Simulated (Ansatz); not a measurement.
# I (Fmmm) in Ansatz: a series of runs

Runs on I. Level: PBE. Tasks: single point, equation of state.

Everything below comes from runs of Ansatz 0.2.0. Logs are shortened: lines on timing, memory, paths and dates and some standing lists are left out, and cuts for length are marked.

## Step 1: The structure

The structure is orthorhombic, space group Fmmm (No. 69). The conventional cell has a = 4.384 Å, b = 4.731 Å, c = 7.820 Å, α = 90.00°, β = 90.00°, γ = 90.00°. I (site symmetry mmm) has 4 I at 3.23 Å as nearest neighbours.

## Step 2: Single point, PBE, 38.12 Å³/atom (volume scaled by 0.94)

input.yaml reads:

```yaml
crystal:
  lattice:
    - [0.0, 2.3173093325, 3.830025081]
    - [2.1474932061, 0.0, 3.830025081]
    - [2.1474932061, 2.3173093325, 0.0]
  atoms:
    - { symbol: I, position: [0.0, 0.0, 0.0] }
hamiltonian:
  xc: pbe
  pseudopotentials: { kind: paw }
kpoints:
  mp_grid: { grid: [9, 9, 9] }
scf:
  occupations: { method: fermi_dirac, width: 0.05 }
output:
  forces: true
  stress: true
  eigenvalues: true
```

Potentials or basis: Ansatz PAW.

Command:

```sh
$ ansatz run input.yaml --threads 2 --pin off --max-ram 5120MiB --backend cpu --events-out ev --progress --plain --runs-dir out
```

Log:

```text
Warning: RAYON_NUM_THREADS=2 ignored (pool sized by the plan → 2); use --threads N
Engine: ansatz 0.2.0, x86_64-unknown-linux-gnu
Pseudopotentials: kind: paw
Pseudopotential: I, paw, valence charge 17, recommended cutoff 420 eV (normal), I.paw.azcp
Functional definition: PBE
  parameter kappa = 0.804
  parameter beta = 0.06672455060314922
  exchange = pbe_x(kappa = kappa, mu = beta*pi^2/3)
  correlation = pbe_c(beta = beta)
Crystal: 1 atoms, lattice volume = 38.120 Å³
Basis set: ecut = 420 eV, 773 PW (Γ), exchange–correlation on 60×60×48 points (8 copies of the dense FFT grid, shifted against one another)
Bands: 13, of which v1, the nominal top of the filled ones, is band 9 counted from 1 (8 counted from 0)
Symmetry: 8 space group operations
Space group: Fmmm (ITA 69), of the structure as read, at distance tolerance 3.4e-5 Å
k-points: 125 of 729
Non-local potential: I, projectors of the file, l = 0: 2, l = 1: 2, l = 2: 2, l = 3: 2
PAW form: soft (Blöchl's): semilocal exchange-correlation on the pseudo side does not see the compensation charge
PAW one-centre angular grid: I, 590 points (default); XC on 64 Gauss nodes
Initial density: superposition of atomic densities (neutral atoms: chi_scale 0, normalization atom), corrected by the library's trained network
Initial wavefunctions: pseudopotential atomic-orbital guess
Functional: x = pbe(κ = 0.804, μ = 0.2195149727645171), c = pbe(β = 0.06672455060314922)
SCF iter   1: F=—  HF=-7512.758865 eV  |F-HF|=—  |Δ(HF+E_count)|=         —  Δρ=1.37e-3  dr2=6.04e-4  ethr=1.77e-3  ⟨swp⟩=6.2  Hψ=10959  notcnv=0
preconditioner: auto → Kerker (q_TF=auto, 2.385 Å⁻¹)  [metal: Δε(μ)=0.045 eV  Ē_g=13.438 eV  σ=0.050 eV  W_gap=0.22  n_scr=10 (ndim 8)  ℏωp=15.9 eV  f_vac=0.044  D(μ)=0.51/eV (n_scr^D=0)]
SCF iter   2: F=—  HF=-7512.758649 eV  |F-HF|=—  |Δ(HF+E_count)|=   2.15e-4  Δρ=9.50e-4  dr2=3.10e-4  ethr=3.55e-6  ⟨swp⟩=2.0  Hψ=3647  notcnv=0
SCF iter   3: F=—  HF=-7512.758587 eV  |F-HF|=—  |Δ(HF+E_count)|=   6.22e-5  Δρ=4.57e-4  dr2=8.12e-5  ethr=1.83e-6  ⟨swp⟩=2.0  Hψ=2467  notcnv=0
SCF iter   4: F=—  HF=-7512.758572 eV  |F-HF|=—  |Δ(HF+E_count)|=   1.48e-5  Δρ=6.89e-5  dr2=3.09e-6  ethr=4.78e-7  ⟨swp⟩=2.0  Hψ=1996  notcnv=0
SCF iter   5: F=—  HF=-7512.758572 eV  |F-HF|=—  |Δ(HF+E_count)|=   5.19e-7  Δρ=1.96e-5  dr2=3.73e-7  ethr=1.82e-8  ⟨swp⟩=2.1  Hψ=2059  notcnv=0
SCF iter   6: F=-7512.758572 eV  HF=-7512.758572 eV  |F-HF|=2.28e-8  |Δ(HF+E_count)|=   5.65e-8  Δρ=5.83e-6  dr2=2.53e-8  ethr=5.88e-10  ⟨swp⟩=7.0  Hψ=7839  notcnv=0
SCF 1 converged in 6 iterations: F = -7512.758572 eV  dr2 = 2.53e-8
SCF converged after 6 iterations
Free energy (F): -7512.758572 eV
Harris-Foulkes:  -7512.758572 eV  (|F-HF|=2.28e-8)
Internal energy: -7512.754306 eV  (E = F + TS)
E sigma→0 (E₀):  -7512.756439 eV
Entropy (-TS):   -0.004265 eV (-4.265 meV/atom)
Fermi energy:    6.861317 eV
--- Per-component energies (eV) ---
  E_band       = -376.153240
  E_kinetic    = 188.883557
  E_local      = -1929.042443  (includes V_loc(G=0)·N_el)
  E_nonlocal   = -92.310394
  E_hartree    = 998.882688
  E_xc         = -128.127956
  E_vxc        = -128.612578  (∫ρ·V_xc dr)
  E_paw        = -4814.125340  (= ΣΔE_a)
  E_vpaw       = -412.831634  (= ΣTr[D̂ρ^β])
  E_aug_tail   = -0.000013  (compensation charges beyond the density's cutoff)
  E_ewald      = -1736.914406
  E_smearing   = -0.004265  (= −TS)
  E_closure    = 0.000000  (closes the sum)
  Σ components = -7512.758572   (vs F -7512.758572, Δ=0.00e0)
--- Forces (eV/Å), atoms counted from 1 ---
  atom   1  I      0.00000000     0.00000000     0.00000000
  max |Σ_I F_I| component: 7.40e-32 eV/Å
--- Stress (GPa, compression-positive) ---
        2.908652      -0.000000      -0.000000
       -0.000000       3.119867      -0.000000
       -0.000000      -0.000000       1.093298
  P = ⅓ Tr σ = 2.3739 GPa (23.739 kbar)
--- Band table (eV; the first three rows and the last of 125) ---
  k-point 0: bands = ["-38.6585", "-38.6303", "-38.4474", "-38.4118", "-38.3737", "-7.4459", "4.7223", "7.7267", "8.0203", "11.2440", "14.3646", "15.2869", "19.1887"]
  k-point 1: bands = ["-38.6555", "-38.6312", "-38.4479", "-38.4122", "-38.3726", "-7.3003", "4.7146", "6.6475", "7.9764", "11.6187", "14.8214", "16.3722", "16.8388"]
  k-point 2: bands = ["-38.6483", "-38.6332", "-38.4492", "-38.4132", "-38.3697", "-6.8906", "4.3830", "4.8489", "8.2106", "12.3843", "14.8814", "15.2571", "19.2703"]
  k-point 124: bands = ["-38.6556", "-38.6312", "-38.4477", "-38.4120", "-38.3723", "-7.0191", "2.5032", "6.3823", "7.7443", "14.1458", "15.5680", "17.4451", "21.4055"]
```

Run time: 1.4 s. Hardware: 2 threads of AMD EPYC 7B13 (Zen 3), shared host; peak memory 0.4 GiB.

Results:

```
Free energy            : -7512.7586 eV
Pressure               : 2.4 GPa
Band gap on the k mesh : none (metal or under the smearing width)
```

Caveat: an odd number of electrons without spin polarisation forces a metal; a magnetic or distorted state may lie lower.

## Step 3: Single point, PBE, 38.93 Å³/atom (volume scaled by 0.96)

input.yaml reads:

```yaml
crystal:
  lattice:
    - [0.0, 2.33362895, 3.8569979773]
    - [2.1626168959, 0.0, 3.8569979773]
    - [2.1626168959, 2.33362895, 0.0]
  atoms:
    - { symbol: I, position: [0.0, 0.0, 0.0] }
hamiltonian:
  xc: pbe
  pseudopotentials: { kind: paw }
kpoints:
  mp_grid: { grid: [9, 9, 9] }
scf:
  occupations: { method: fermi_dirac, width: 0.05 }
output:
  forces: true
  stress: true
  eigenvalues: true
  write_density: true
  write_potential: true
  elf: true
  volumetric_format: npy
```

Potentials or basis: Ansatz PAW.

Command:

```sh
$ ansatz run input.yaml --threads 2 --pin off --max-ram 5120MiB --backend cpu --events-out ev --progress --plain --runs-dir out
```

Wall time 1.8 s (2 threads of AMD EPYC 7B13 (Zen 3), shared host); peak memory 0.41 GiB.

Results (log left out):

```
Free energy            : -7512.7687 eV
Pressure               : 1.7 GPa
Band gap on the k mesh : none (metal or under the smearing width)
```

Caveat: an odd number of electrons without spin polarisation forces a metal; a magnetic or distorted state may lie lower.

## Step 4: Single point, PBE, 39.74 Å³/atom (volume scaled by 0.98)

Edit input.yaml of step 3 so:

```diff
@@ -2,5 +2,5 @@
   lattice:
-    - [0.0, 2.33362895, 3.8569979773]
-    - [2.1626168959, 0.0, 3.8569979773]
-    - [2.1626168959, 2.33362895, 0.0]
+    - [0.0, 2.3497234514, 3.8835988039]
+    - [2.1775319666, 0.0, 3.8835988039]
+    - [2.1775319666, 2.3497234514, 0.0]
   atoms:
```

Command:

```sh
$ ansatz run input.yaml --threads 2 --pin off --max-ram 5120MiB --backend cpu --events-out ev --progress --plain --runs-dir out
```

Wall time 1.9 s (2 threads of AMD EPYC 7B13 (Zen 3), shared host); peak memory 0.42 GiB.

Results (log left out):

```
Free energy            : -7512.7755 eV
Pressure               : 1.0 GPa
Band gap on the k mesh : none (metal or under the smearing width)
```

Caveat: an odd number of electrons without spin polarisation forces a metal; a magnetic or distorted state may lie lower.

## Step 5: Single point, PBE, 40.55 Å³/atom

input.yaml reads:

```yaml
crystal:
  lattice:
    - [0.0, 2.3656004428, 3.9098401324]
    - [2.1922454667, 0.0, 3.9098401324]
    - [2.1922454667, 2.3656004428, 0.0]
  atoms:
    - { symbol: I, position: [0.0, 0.0, 0.0] }
hamiltonian:
  xc: pbe
  pseudopotentials: { kind: paw }
kpoints:
  mp_grid: { grid: [9, 9, 9] }
scf:
  occupations: { method: fermi_dirac, width: 0.05 }
output:
  forces: true
  stress: true
  eigenvalues: true
```

Command:

```sh
$ ansatz run input.yaml --threads 2 --pin off --max-ram 5120MiB --backend cpu --events-out ev --progress --plain --runs-dir out
```

It took 1.5 s on 2 threads of AMD EPYC 7B13 (Zen 3), shared host; peak memory 0.41 GiB.

Results (log left out):

| Quantity | Value |
| --- | --- |
| Free energy | -7512.7793 eV |
| Pressure | 0.5 GPa |
| Band gap on the k mesh | none (metal or under the smearing width) |

Caveat: an odd number of electrons without spin polarisation forces a metal; a magnetic or distorted state may lie lower.

## Step 6: Single point, PBE, 41.36 Å³/atom (volume scaled by 1.02)

Edit input.yaml of step 5 so:

```diff
@@ -2,5 +2,5 @@
   lattice:
-    - [0.0, 2.3656004428, 3.9098401324]
-    - [2.1922454667, 0.0, 3.9098401324]
-    - [2.1922454667, 2.3656004428, 0.0]
+    - [0.0, 2.3812671275, 3.935733868]
+    - [2.2067640717, 0.0, 3.935733868]
+    - [2.2067640717, 2.3812671275, 0.0]
   atoms:
```

Potentials or basis: Ansatz PAW.

Command:

```sh
$ ansatz run input.yaml --threads 2 --pin off --max-ram 5120MiB --backend cpu --events-out ev --progress --plain --runs-dir out
```

Wall time 1.6 s (2 threads of AMD EPYC 7B13 (Zen 3), shared host); peak memory 0.39 GiB.

The run converged. Its results:

```yaml
Free_energy: -7512.7804 eV
Pressure: 0.0 GPa
Band_gap_on_the_k_mesh: none (metal or under the smearing width)
```

Caveat: an odd number of electrons without spin polarisation forces a metal; a magnetic or distorted state may lie lower.

## Step 7: Single point, PBE, 42.17 Å³/atom (volume scaled by 1.04)

Edit input.yaml of step 6 so:

```diff
@@ -2,5 +2,5 @@
   lattice:
-    - [0.0, 2.3812671275, 3.935733868]
-    - [2.2067640717, 0.0, 3.935733868]
-    - [2.2067640717, 2.3812671275, 0.0]
+    - [0.0, 2.3967303343, 3.9612912976]
+    - [2.2210941101, 0.0, 3.9612912976]
+    - [2.2210941101, 2.3967303343, 0.0]
   atoms:
```

Command:

```sh
$ ansatz run input.yaml --threads 2 --pin off --max-ram 5120MiB --backend cpu --events-out ev --progress --plain --runs-dir out
```

Run time: 1.6 s. Hardware: 2 threads of AMD EPYC 7B13 (Zen 3), shared host; peak memory 0.41 GiB.

The run converged. Its results:

* Free energy: -7512.7791 eV
* Pressure: -0.5 GPa
* Band gap on the k mesh: none (metal or under the smearing width)

Caveat: an odd number of electrons without spin polarisation forces a metal; a magnetic or distorted state may lie lower.

## Step 8: Single point, PBE, 42.99 Å³/atom (volume scaled by 1.06)

input.yaml reads:

```yaml
crystal:
  lattice:
    - [0.0, 2.4119965442, 3.9865231326]
    - [2.2352415877, 0.0, 3.9865231326]
    - [2.2352415877, 2.4119965442, 0.0]
  atoms:
    - { symbol: I, position: [0.0, 0.0, 0.0] }
hamiltonian:
  xc: pbe
  pseudopotentials: { kind: paw }
kpoints:
  mp_grid: { grid: [9, 9, 9] }
scf:
  occupations: { method: fermi_dirac, width: 0.05 }
output:
  forces: true
  stress: true
  eigenvalues: true
  write_density: true
  write_potential: true
  elf: true
  volumetric_format: npy
```

Command:

```sh
$ ansatz run input.yaml --threads 2 --pin off --max-ram 5120MiB --backend cpu --events-out ev --progress --plain --runs-dir out
```

It took 2.1 s on 2 threads of AMD EPYC 7B13 (Zen 3), shared host; peak memory 0.42 GiB.

The run converged. Its results:

```yaml
Free_energy: -7512.7758 eV
Pressure: -0.8 GPa
Band_gap_on_the_k_mesh: none (metal or under the smearing width)
```

Caveat: an odd number of electrons without spin polarisation forces a metal; a magnetic or distorted state may lie lower.

## Step 9: Equation of state, PBE

Potentials or basis: Ansatz PAW.

No new run: the results of the series are fitted here.

Results:

```yaml
Equilibrium_volume: 41.32 Å³/atom
Bulk_modulus_at_fixed_shape_and_positions: 24 GPa
Pressure_derivative_of_the_bulk_modulus: 5.3
```

Energy against volume, from the lowest point:
```tsv
volume (Å³/atom)	energy (meV/atom)
38.120	21.81
38.931	11.63
39.742	4.86
40.553	1.10
41.364	0.00
42.175	1.25
42.986	4.57
```

Caveat: the cell was scaled at fixed shape and fractional positions, which overstates the stiffness of a crystal with free parameters, most of all of layers and chains. The run has no spin-orbit coupling, so splittings on I are missing.
